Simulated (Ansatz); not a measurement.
input.yaml (Ansatz 0.2.0):

```yaml
crystal:
  lattice:
    - [3.8351892654, 0.0, 0.0]
    - [-1.9175946327, 3.3213713321, 0.0]
    - [0.0, 0.0, 6.2735705915]
  atoms:
    - { symbol: Zn, position: [0.3333333333, 0.6666666667, 0.0] }
    - { symbol: Zn, position: [0.6666666667, 0.3333333333, 0.5] }
    - { symbol: S, position: [0.3333333333, 0.6666666667, 0.385] }
    - { symbol: S, position: [0.6666666667, 0.3333333333, 0.885] }
basis:
  ecutwfc: 420
  ecutrho_ratio: 4
kpoints:
  mp_grid: { grid: [10, 10, 6] }
hamiltonian:
  xc: pbesol
scf:
  occupations: { method: gaussian, width: 0.05 }
output:
  forces: true
  stress: true
  eigenvalues: true
relax:
  f_tol: 0.01
  max_steps: 60
  cell: { stress_tol: 0.04 }
```

Launched as:
```sh
ansatz run input.yaml --threads 4 --pin off --max-ram 7168MiB --backend cpu --events-out ev --progress --plain --runs-dir out
```

The chain of runs began from a cell as deposited in COD, expanded in volume.

Q: Before reading the output: what should come out?

A: Final volume 19.23 Å³/atom, energy lowered by 11.5 meV/atom, pressure 0.0 GPa, gap on the mesh 2.15 eV (PBEsol, scalar-relativistic).

Q: About how long does the run take on 4 threads of Intel(R) Xeon(R) Platinum 8259CL CPU @ 2.50GHz (Skylake/Cascade Lake), on a shared host, and how much memory does it need?

A: About 14 s, with a peak of 0.48 GiB.

The output:

```
Pseudopotentials: kind: paw
Pseudopotential: Zn, paw, valence charge 12, recommended cutoff 420 eV (normal), Zn.paw.azcp
Pseudopotential: S, paw, valence charge 6, recommended cutoff 420 eV (normal), S.paw.azcp
Crystal: 4 atoms, lattice volume = 79.913 Å³
Basis set: ecut = 420 eV, 1545 PW (Γ), exchange–correlation on 54×54×90 points (8 copies of the dense FFT grid, shifted against one another)
Bands: 22, of which v1, the nominal top of the filled ones, is band 18 counted from 1 (17 counted from 0)
Symmetry: 12 space group operations
Space group: P63mc (ITA 186), of the structure as read, at distance tolerance 4.3e-5 Å
k-points: 56 of 600 (time reversal used)
Initial density: superposition of atomic densities (neutral atoms: chi_scale 0, normalization atom), corrected by the library's trained network
Initial wavefunctions: pseudopotential atomic-orbital guess
Functional: x = pbesol(κ = 0.804, μ = 0.12346), c = pbesol(β = 0.046)
```

```
SCF iter   1: F=—  HF=-8334.833001 eV  |F-HF|=—  |Δ(HF+E_count)|=         —  Δρ=5.32e-3  dr2=2.66e-2  ethr=1.77e-3  ⟨swp⟩=5.6  Hψ=5761  notcnv=0
SCF iter   2: F=—  HF=-8334.826242 eV  |F-HF|=—  |Δ(HF+E_count)|=   6.76e-3  Δρ=1.98e-3  dr2=5.47e-3  ethr=7.38e-5  ⟨swp⟩=2.6  Hψ=2726  notcnv=0
SCF iter   3: F=—  HF=-8334.825254 eV  |F-HF|=—  |Δ(HF+E_count)|=   9.88e-4  Δρ=1.48e-3  dr2=1.19e-3  ethr=1.52e-5  ⟨swp⟩=2.0  Hψ=2166  notcnv=0
SCF iter   4: F=—  HF=-8334.824798 eV  |F-HF|=—  |Δ(HF+E_count)|=   4.56e-4  Δρ=3.90e-4  dr2=1.27e-4  ethr=3.30e-6  ⟨swp⟩=2.1  Hψ=1952  notcnv=0
SCF iter   5: F=—  HF=-8334.824864 eV  |F-HF|=—  |Δ(HF+E_count)|=   6.59e-5  Δρ=8.42e-5  dr2=9.08e-6  ethr=3.53e-7  ⟨swp⟩=3.0  Hψ=2332  notcnv=0
SCF iter   6: F=—  HF=-8334.824847 eV  |F-HF|=—  |Δ(HF+E_count)|=   1.71e-5  Δρ=3.95e-5  dr2=1.13e-6  ethr=2.52e-8  ⟨swp⟩=2.0  Hψ=2240  notcnv=0
SCF iter   7: F=-8334.824848 eV  HF=-8334.824848 eV  |F-HF|=7.56e-8  |Δ(HF+E_count)|=   1.18e-6  Δρ=7.28e-6  dr2=5.01e-8  ethr=2.78e-10  ⟨swp⟩=3.3  Hψ=5695  notcnv=0
SCF 1 converged in 7 iterations: F = -8334.824848 eV  dr2 = 5.01e-8
relax step   1: F+E_penalty+E_count = -8334.82484783 eV  Δ(F+E_penalty+E_count) = +0.000e0 eV  max|allowed force component| = 2.842e-1 eV/Å  Δτ_max = 0.0000 Å  P = -2.608 GPa  Ω = 79.913 Å³  (7 SCF iters, dr2 threshold 1.00e-7 eV, accepted)
SCF iter   1: F=—  HF=-8334.857742 eV  |F-HF|=—  |Δ(HF+E_count)|=         —  Δρ=1.50e-3  dr2=1.11e-3  ethr=3.05e-6  ⟨swp⟩=1.9  Hψ=6916  notcnv=0
...
SCF 2 converged in 6 iterations: F = -8334.857453 eV  dr2 = 4.72e-8
SCF 3 converged in 6 iterations: F = -8334.871418 eV  dr2 = 9.10e-8
SCF 4 converged in 5 iterations: F = -8334.871763 eV  dr2 = 3.64e-8
...
SCF iter   5: F=—  HF=-8334.870671 eV  |F-HF|=—  |Δ(HF+E_count)|=   1.70e-8  Δρ=7.71e-7  dr2=6.57e-10  ethr=1.52e-11  ⟨swp⟩=2.0  Hψ=2141  notcnv=0
SCF iter   6: F=—  HF=-8334.870671 eV  |F-HF|=—  |Δ(HF+E_count)|=  8.79e-10  Δρ=2.44e-7  dr2=7.01e-11  ethr=1.83e-12  ⟨swp⟩=2.0  Hψ=2175  notcnv=0
SCF iter   7: F=-8334.870671 eV  HF=-8334.870671 eV  |F-HF|=1.82e-12  |Δ(HF+E_count)|=  1.11e-10  Δρ=4.64e-8  dr2=1.84e-12  ethr=1.00e-12  ⟨swp⟩=5.9  Hψ=5604  notcnv=0
SCF 5 converged in 7 iterations: F = -8334.870671 eV  dr2 = 1.84e-12
```

```
SCF converged after 7 iterations
Free energy (F): -8334.870671 eV
E sigma→0 (E₀):  -8334.870671 eV
Fermi energy:    7.123044 eV
--- Forces (eV/Å), atoms counted from 1 ---
  atom   1  Zn     0.00000000     0.00000000    -0.00094227
  atom   2  Zn     0.00000000     0.00000000    -0.00094227
  atom   3  S      0.00000000     0.00000000     0.00094259
  atom   4  S      0.00000000     0.00000000     0.00094259
--- Stress (GPa, compression-positive) ---
        0.002115       0.000000       0.000000
        0.000000       0.002115       0.000000
        0.000000       0.000000      -0.035623
  P = ⅓ Tr σ = -0.0105 GPa (-0.105 kbar)
--- Relaxed structure (4 steps of the walk, 4 accepted, 1 SCFs on fresh bases) ---
  F+E_penalty+E_count = -8334.87067064 eV   max|allowed force component| = 9.424e-4 eV/Å   (the final SCF, on the basis selected at the relaxed cell)
  cell:  # Å, volume = 76.9096 Å³
    - [3.78169, 0.00000, 0.00000]
    - [-1.89084, 3.27504, 0.00000]
    - [0.00000, 0.00000, 6.20982]
  atoms:
    - { symbol: Zn, position: [0.33333, 0.66667, 0.00547] }
    - { symbol: Zn, position: [0.66667, 0.33333, 0.50547] }
    - { symbol: S, position: [0.33333, 0.66667, 0.37953] }
    - { symbol: S, position: [0.66667, 0.33333, 0.87953] }
```

Semilocal functionals underestimate band gaps, commonly by a third or more.
